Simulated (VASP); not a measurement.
A run of VASP 6.6.1 is set up as follows.

INCAR

```
PREC = Accurate ; ENCUT = 600
EDIFF = 1E-7 ; ISMEAR = 0
SIGMA = 0.03 ; LREAL = F
LASPH = T ; NELM = 80
ALGO = Normal ; ISIF = 3
LWAVE = F ; LCHARG = F
GGA = PS ; IBRION = 2
NSW = 90 ; EDIFFG = -0.005
KPAR = 4
```

Contents of KPOINTS:

```
Automatic mesh
0
Gamma
  10 10 6
```

POSCAR

```
Ga2O3                                   
1.0
    6.1404380563     -1.5243098869      0.0091963600
    6.1404380563      1.5243098869      0.0091963600
   -1.3851057320      0.0000000000      5.6428283049
  Ga              O             
     4     6
Direct
     0.0904753735540451    0.0904753735540451    0.7951368456360256
     0.9095246264459550    0.9095246264459550    0.2048631543639744
     0.6586371579633135    0.6586371579633135    0.3142692735074388
     0.3413628420366865    0.3413628420366865    0.6857307264925612
     0.1651575754025702    0.1651575754025702    0.1093266426843571
     0.8348424245974297    0.8348424245974297    0.8906733573156428
     0.1732591667657928    0.1732591667657928    0.5628196193694468
     0.8267408332342073    0.8267408332342073    0.4371803806305530
     0.4962214746178815    0.4962214746178815    0.2560865961941866
     0.5037785253821185    0.5037785253821185    0.7439134038058133
```

Potentials or basis: VASP PAW PBE potentials, release 64 (Ga_d, O).

The run is started by

```sh
$ cat potpaw_PBE.64/Ga_d/POTCAR potpaw_PBE.64/O/POTCAR > POTCAR
$ mpirun -np 4 vasp_std > vasp.out
```

**Question.** Predict the band gap on the k mesh.

**Answer.** 2.22 eV, indirect (least direct gap 2.24 eV).

**Question.** What does it give for the relaxed volume?

**Answer.** 10.56 Å³/atom.

Final structure:
```yaml
crystal:
  lattice:
    - [6.13721, -1.52457, 0.00776]
    - [6.13721, 1.52457, 0.00776]
    - [-1.38570, 0.00000, 5.64395]
  atoms:
    - { symbol: Ga, position: [0.09045, 0.09045, 0.79517] }
    - { symbol: Ga, position: [0.90955, 0.90955, 0.20483] }
    - { symbol: Ga, position: [0.65871, 0.65871, 0.31416] }
    - { symbol: Ga, position: [0.34129, 0.34129, 0.68584] }
    - { symbol: O, position: [0.16521, 0.16521, 0.10931] }
    - { symbol: O, position: [0.83479, 0.83479, 0.89069] }
    - { symbol: O, position: [0.17321, 0.17321, 0.56283] }
    - { symbol: O, position: [0.82679, 0.82679, 0.43717] }
    - { symbol: O, position: [0.49624, 0.49624, 0.25600] }
    - { symbol: O, position: [0.50376, 0.50376, 0.74400] }
```

Caveat: the PAW data sets were made with another functional, which shifts forces and pressure a little. A k mesh can miss the band edges.
